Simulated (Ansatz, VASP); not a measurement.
Given: the input of a run of Ansatz 0.2.0 on NiO. 

File input.yaml:

```yaml
crystal:
  lattice:
    - [0.0, 2.0859016414, 2.0859016414]
    - [2.0859016414, 0.0, 2.0859016414]
    - [2.0859016414, 2.0859016414, 0.0]
  atoms:
    - { symbol: Ni, position: [0.0, 0.0, 0.0], spin: 1.0 }
    - { symbol: O, position: [0.5, 0.5, 0.5] }
kpoints:
  mp_grid: { grid: [11, 11, 11] }
scf:
  occupations: { method: fermi_dirac, width: 0.05 }
hamiltonian:
  xc: blyp
  pseudopotentials: { kind: all_electron, lapw: { basis_error: 0.001 } }
magnetization:
  spin_polarized: true
output:
  forces: true
  stress: true
relax:
  f_tol: 0.01
  max_steps: 60
  cell: {}
```

Potentials or basis: all-electron LAPW, scalar-relativistic.

Command:

```console
$ ansatz run input.yaml --threads 2 --pin off --max-ram 6144MiB --backend cpu --events-out ev --progress --plain --runs-dir out
```

Problem. Translate it to VASP 6.6.1. Potentials or basis there: PBE PAW files Ni, O, 600 eV.

Solution. As run (cutoffs and basis follow the program's own potentials, and thresholds, step limits or extra output files can differ):

File INCAR:

```
  PREC = Accurate
  ENCUT = 600
  EDIFF = 1E-6
  ISMEAR = -1
  SIGMA = 0.05
  LREAL = F
  LASPH = T
  NELM = 100
  ALGO = Normal
  ISIF = 3
  LWAVE = F
  LCHARG = F
  ISPIN = 2
  MAGMOM = 1 0
  LORBIT = 11
  LMAXMIX = 4
  GGA = B5
  ALDAX = 1.0
  AGGAX = 1.0
  AGGAC = 1.0
  ALDAC = 0.0
  IBRION = 2
  NSW = 60
  EDIFFG = -0.005
```

Contents of KPOINTS:

```
Automatic mesh
0
Gamma
  11 11 11
```

Contents of POSCAR:

```
NiO
1.0
    0.0000000000      2.0859016414      2.0859016414
    2.0859016414      0.0000000000      2.0859016414
    2.0859016414      2.0859016414      0.0000000000
Ni O
1 1
Direct
    0.0000000000      0.0000000000      0.0000000000
    0.5000000000      0.5000000000      0.5000000000
```

Potentials or basis: VASP PAW PBE potentials, release 64 (Ni, O).

Launch:

```bash
$ cat potpaw_PBE.64/Ni/POTCAR potpaw_PBE.64/O/POTCAR > POTCAR
$ mpirun -np 1 vasp_std > vasp.out
```

Both were run:

|  | Ansatz | VASP |
| --- | --- | --- |
| Relaxed volume | 9.82 Å³/atom | 9.77 Å³/atom |
| Relaxed cell | a = 3.028 Å, b = 3.028 Å, c = 3.028 Å, α = 60.00°, β = 60.00°, γ = 60.00° | a = 3.024 Å, b = 3.024 Å, c = 3.024 Å, α = 60.00°, β = 60.00°, γ = 60.00° |
| Space group after relaxing | Fm-3m (No. 225) | Fm-3m (No. 225) |
| Pressure after relaxing | 0.0 GPa | 0.0 GPa |
| Net moment | 1.89 μB per cell | 1.82 μB per cell |

VASP's potentials were made for PBE.

Where Ansatz's input types no cutoff or centring, it takes its own default and a Γ-centred mesh.

The magnetic state is the one that the start led to; the real crystal's order can differ.

Pressure is positive in compression.
